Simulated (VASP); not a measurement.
## WC: single point with PBEsol

WC:

```
CELL_PARAMETERS angstrom
0.00000 2.19268 2.19268
2.19268 0.00000 2.19268
2.19268 2.19268 0.00000
ATOMIC_POSITIONS crystal
W 0.98258 0.99518 0.00280
C 0.51745 0.50594 0.48678
```

The cell comes from a database or a generator and needn't be the stable form of this composition.

The cell isn't the ideal one: atoms moved at random, drawn with an rms of 0.05 Å.

```
Program             : VASP 6.6.1
Task                : single point
Functional          : PBEsol
Potentials or basis : VASP PAW PBE potentials, release 64 (W_sv, C)
Cutoff              : 520 eV
k mesh              : 10 × 10 × 10
Occupations         : fermi-dirac, width 0.05 eV
Spin                : no spin polarisation
```

```json
{
 "Pressure": "-7.3 GPa",
 "Largest force": "0.720 eV/Å",
 "Band gap on the k mesh": "none (metal or under the smearing width)"
}
```

Forces on the atoms (eV/Å):
```
W   -0.077  0.282  0.658
C    0.077 -0.282 -0.658
```

Stress tensor (GPa, compression positive):
```
-9.32 -0.01  0.00
-0.01 -8.49 -0.01
 0.00 -0.01 -4.09
```

Levels at points of the mesh, in eV from the Fermi level:
```csv
k point,band 7,band 8,band 9,band 10,band 11,band 12
"(0.00, 0.00, 0.00)",-3.05,-2.78,-2.04,-1.22,-0.71,-0.47
"(0.50, 0.00, 0.00)",-6.61,-6.59,1.01,1.05,2.33,4.82
"(0.00, 0.50, 0.00)",-6.57,-6.52,1.00,1.03,2.29,4.66
"(0.00, 0.00, 0.50)",-6.58,-6.53,1.00,1.03,2.30,4.68
"(0.50, 0.50, 0.50)",-6.60,-6.57,1.00,1.05,2.32,4.77
"(0.50, 0.50, 0.00)",-5.58,-2.52,-2.46,0.87,2.25,2.26
"(0.00, 0.50, 0.50)",-5.61,-2.62,-2.26,0.99,2.26,2.26
"(0.50, 0.00, 0.50)",-5.61,-2.60,-2.30,0.97,2.26,2.26
```

It took 2.2 min on 1 thread of AMD EPYC 7R43 64-Core Processor (Zen 3), on a shared host, peak memory 0.25 GiB.

Caveat: the PAW data sets were made with another functional, which shifts forces and pressure a little. Spin-orbit coupling is left out, which matters for the levels of W.
